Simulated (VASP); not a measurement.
Write the native input for VASP 6.6.1 that does the following.

```
Task                   : relaxation of cell and atoms
Functional             : PBE
Potentials or basis    : VASP PAW PBE potentials, release 64 (Cu)
Cutoff                 : 600 eV
k mesh                 : 6 × 6 × 6
Occupations            : gaussian, width 0.1 eV
Spin                   : no spin polarisation
Dipole correction      : no
Further INCAR settings : ALGO = Normal; EDIFF = 1e-07; IBRION = 2; EDIFFG = -0.04; NSW = 90; ISIF = 3
```

The structure of Cu lies in POSCAR:

```
Cu
1.0
    3.5469184608      0.0000000000      0.0000000000
   -1.7734592304      3.0717214922      0.0000000000
    0.0000000000      0.0000000000      3.0234732012
Cu
3
Direct
    0.3333333333      0.6666666667      0.5000000000
    0.0000000000      0.0000000000      0.0000000000
    0.6666666667      0.3333333333      0.5000000000
```

The cell was built by a generator and needn't be a form met in nature.

One way to write it, as run:

INCAR

```
PREC = Accurate
ENCUT = 600
EDIFF = 1E-7
ISMEAR = 0
SIGMA = 0.1
LREAL = False
LASPH = True
NELM = 100
ALGO = Normal
ISIF = 3
LWAVE = False
LCHARG = False
GGA = PE
IBRION = 2
NSW = 90
EDIFFG = -0.04
```

KPOINTS

```
regular mesh
0
Gamma
  6 6 6
```

Potentials or basis: VASP PAW PBE potentials, release 64 (Cu).

Command:

```console
$ cat potpaw_PBE.64/Cu/POTCAR > POTCAR
$ mpirun -np 1 vasp_std > vasp.out
```

It gave:

```
Relaxed volume                         : 12.20 Å³/atom
Relaxed cell                           : a = 4.154 Å, b = 4.154 Å, c = 2.450 Å, α = 90.00°, β = 90.00°, γ = 120.00°
Space group after relaxing (to 0.05 Å) : P6/mmm (No. 191)
Energy gained by relaxing              : 622.4 meV/atom
Ionic steps                            : 13
Pressure after relaxing                : 0.3 GPa
Band gap on the k mesh                 : none (metal or under the smearing width)
```

Wall time 3.4 min on 1 thread of Intel(R) Xeon(R) Platinum 8488C (Sapphire Rapids), with other jobs on the host, peak memory 0.16 GiB.
